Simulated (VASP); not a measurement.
Write the native input for VASP 6.6.1 that does the following.

```yaml
Task: single point
Functional: PBEsol
Potentials_or_basis: VASP PAW PBE potentials, release 64 (In_d)
Cutoff: 300 eV
k_mesh: 19 × 19 × 19
Occupations: methfessel-paxton, width 0.1 eV
Spin: no spin polarisation
Further_INCAR_settings: ALGO = Normal; EDIFF = 1e-06
```

The structure of In lies in POSCAR:

```
In                                      
1.0
   -1.6658415342      1.6658415342      2.4833466787
    1.6658415342     -1.6658415342      2.4833466787
    1.6658415342      1.6658415342     -2.4833466787
  In            
     1
Direct
     0.0000000000000000    0.0000000000000000    0.0000000000000000
```

The input as run:

INCAR

```
SYSTEM = In
PREC = Accurate
ENCUT = 300
EDIFF = 1E-6
ISMEAR = 1
SIGMA = 0.1
LREAL = .False.
LASPH = .True.
NELM = 120
ALGO = Normal
ISIF = 2
LWAVE = .False.
LCHARG = .False.
GGA = PS
KPAR = 4
```

KPOINTS

```
regular mesh
0
Gamma
  19 19 19
  0 0 0
```

Potentials or basis: VASP PAW PBE potentials, release 64 (In_d).

Launch:

```bash
$ cat potpaw_PBE.64/In_d/POTCAR > POTCAR
$ mpirun -np 4 vasp_std > vasp.out
```

It gave:

```
Pressure               : -3.2 GPa
Band gap on the k mesh : none (metal or under the smearing width)
```

Caveat: the PAW data sets were made with another functional, which shifts forces and pressure a little.

It took 6.4 s on 4 MPI ranks on Intel(R) Xeon(R) 6975P-C (Granite Rapids), with other jobs on the host, peak memory 0.17 GiB a rank.
